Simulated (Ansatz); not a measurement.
The system is FeSi2 (Linzhiite).

```xyz
3
Lattice="2.6840 0.0000 0.0000 0.0000 2.6840 0.0000 0.0000 0.0000 5.1280" Properties=species:S:1:pos:R:3 pbc="T T T"
Fe    0.0000    0.0000    0.0000
Si    1.3420    1.3420    3.7434
Si    1.3420    1.3420    1.3846
```

```yaml
Program: Ansatz 0.2.0
Task: relaxation of cell and atoms
Functional: LDA
Potentials_or_basis: Ansatz PAW
Cutoff: "420 eV (not typed: the program's choice for these potentials)"
k_mesh: 10 × 10 × 5
Occupations: fermi-dirac, width 0.05 eV
Spin: collinear spin, ferromagnetic start
Starting_moments: "[3.0, 0.0, 0.0] μB"
Hubbard_terms: Fe d U = 3 eV
```

At the start: volume 12.31 Å³/atom.

Task: Where does the relaxation end?

Result: It ends after 6 steps and the volume is 11.86 Å³/atom (-3.7 %); space group P4/mmm (No. 123, to 0.05 Å); moment 0.16 μB per cell.

The path:
```tsv
step	energy change (eV)	largest force (eV/Å)	volume (Å³)
1	0.0000	0.0648	36.94
2	-0.0280	0.1381	36.07
3	-0.0331	0.0190	35.56
4	-0.0331	0.0015	35.59
5	-0.0324	0.0012	35.59
6	-0.0324	0.0012	35.59
```

Final structure:
```
Fe Si
1.0
     2.65259    0.00000    0.00000
     0.00000    2.65259    0.00000
     0.00000    0.00000    5.05838
Fe Si
1 2
Direct
  0.00000 0.00000 0.00000
  0.50000 0.50000 0.72935
  0.50000 0.50000 0.27065
```

Caveat: the magnetic or orbital state may not be the lowest; the plane-wave basis is chosen anew once the cell has moved, so the energies of steps on either side of that aren't comparable; the PAW data sets come from PBE, with cores solved anew for the run's functional, which leaves a small shift of forces and pressure; the U is typed as a test and isn't derived for this compound; the starting moments weren't kept.
